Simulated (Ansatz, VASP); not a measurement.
# Two plane-wave programs on HfO2

File INCAR:

```
ALGO = Normal ; EDIFF = 1E-6
ENCUT = 520 ; GGA = PE
ISIF = 2 ; ISMEAR = 0
LASPH = True ; LCHARG = False
LREAL = False ; LWAVE = False
NBANDS = 18 ; NELM = 60
PREC = Accurate ; SIGMA = 0.02
```

Contents of KPOINTS:

```
k-points
0
Gamma
  8 8 8
```

The input POSCAR:

```
HfO2
1.0
    0.0000000000      2.5488057610      2.5488057610
    2.5488057610      0.0000000000      2.5488057610
    2.5488057610      2.5488057610      0.0000000000
Hf O
1 2
Direct
    0.0000000000      0.0000000000      0.0000000000
    0.2500000000      0.2500000000      0.2500000000
    0.7500000000      0.7500000000      0.7500000000
```

Input for Ansatz:

```yaml
crystal:
  lattice:
    - [0.0, 2.5488057611, 2.5488057611]
    - [2.5488057611, 0.0, 2.5488057611]
    - [2.5488057611, 2.5488057611, 0.0]
  atoms:
    - { symbol: Hf, position: [0.0, 0.0, 0.0] }
    - { symbol: O, position: [0.25, 0.25, 0.25] }
    - { symbol: O, position: [0.75, 0.75, 0.75] }
basis:
  ecutwfc: 420
kpoints:
  mp_grid: { grid: [8, 8, 8] }
  band_path: { path: [VBM, CBM], npoints: 2 }
hamiltonian:
  xc: pbe
scf:
  occupations: { method: gaussian, width: 0.02 }
output:
  forces: true
  stress: true
  eigenvalues: true
```

Measurements of this composition are mostly on another form, of space group No. 14.

Alike in both runs: task single point; functional PBE; k mesh 8 × 8 × 8; occupations gaussian, width 0.02 eV; no spin polarisation.

|  | VASP | Ansatz |
| --- | --- | --- |
| version | VASP 6.6.1 | Ansatz 0.2.0 |
| potentials or method | VASP PAW PBE potentials, release 64 (Hf_pv, O) | scalar-relativistic, plane waves, PAW |
| plane-wave cutoff (eV) | 520 | 420 |
| valence electrons in the cell | 22 | 38 |

|  | VASP | Ansatz | Ansatz less VASP |
| --- | --- | --- | --- |
| gap on the k mesh at the Fermi level (eV) | 3.76 | 3.75 | -0.011 |
| least direct gap on the mesh (eV) | 3.76 | 3.75 | -0.011 |

The two sets of potentials don't hold the same shells in valence.

Caveats: spin-orbit coupling is left out, which moves the levels of the heavy elements. A k mesh can miss the band edges.
